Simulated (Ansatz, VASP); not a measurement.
This is a calculation of I for VASP 6.6.1.

The input INCAR:

```
ALGO = Fast
EDIFF = 1E-6
ENCUT = 550
GGA = PS
ISIF = 2
ISMEAR = 0
LASPH = True
LCHARG = False
LREAL = False
LWAVE = False
NBANDS = 10
NELM = 60
PREC = Accurate
SIGMA = 0.1
```

Contents of KPOINTS:

```
k-points
0
Gamma
  9 9 9
```

POSCAR

```
I
1.0
   -2.0893754423      2.0893754423      2.0893754423
    2.0893754423     -2.0893754423      2.0893754423
    2.0893754423      2.0893754423     -2.0893754423
I
1
Cartesian
    0.0000000000      0.0000000000      0.0000000000
```

Potentials or basis: VASP PAW PBE potentials, release 64 (I_GW).

Command:

```sh
$ cat potpaw_PBE.64/I_GW/POTCAR > POTCAR
$ mpirun -np 1 vasp_std > vasp.out
```

Translate it to Ansatz 0.2.0. Potentials there: Ansatz PAW.

As run (the cutoff follows the program's own potentials):

File input.yaml:

```yaml
crystal:
  lattice:
    - [-2.0893754423, 2.0893754423, 2.0893754423]
    - [2.0893754423, -2.0893754423, 2.0893754423]
    - [2.0893754423, 2.0893754423, -2.0893754423]
  atoms:
    - { symbol: I, position: [0.0, 0.0, 0.0] }
hamiltonian:
  xc: pbesol
  pseudopotentials: { kind: paw }
kpoints:
  mp_grid: { grid: [9, 9, 9] }
scf:
  occupations: { method: gaussian, width: 0.1 }
output:
  forces: true
  stress: true
  eigenvalues: true
```

Potentials or basis: Ansatz PAW.

The run is started by

```sh
$ ansatz run input.yaml --threads 2 --pin off --max-ram 5632MiB --backend cpu --events-out ev --progress --plain --runs-dir out
```

Both were run:

|  | VASP | Ansatz | Ansatz less VASP |
| --- | --- | --- | --- |
| gap on the k mesh at the Fermi level (eV) | none | none | - |
| pressure (GPa) | -2.6 | -2.5 | +0.06 |

A gap of «none» marks a metal or a gap that the smearing closes. The functional is the same, so the differences come from potentials, cutoffs and numerics. The two sets of potentials don't hold the same shells in valence.

Caveats: an odd number of electrons without spin polarisation forces a metal; a magnetic or distorted state may lie lower; the PAW data sets were made with another functional, which shifts forces and pressure a little (VASP); the PAW data sets come from PBE, with cores solved anew for the run's functional, which leaves a small shift of forces and pressure (Ansatz). The runs have no spin-orbit coupling, so splittings on I are missing.
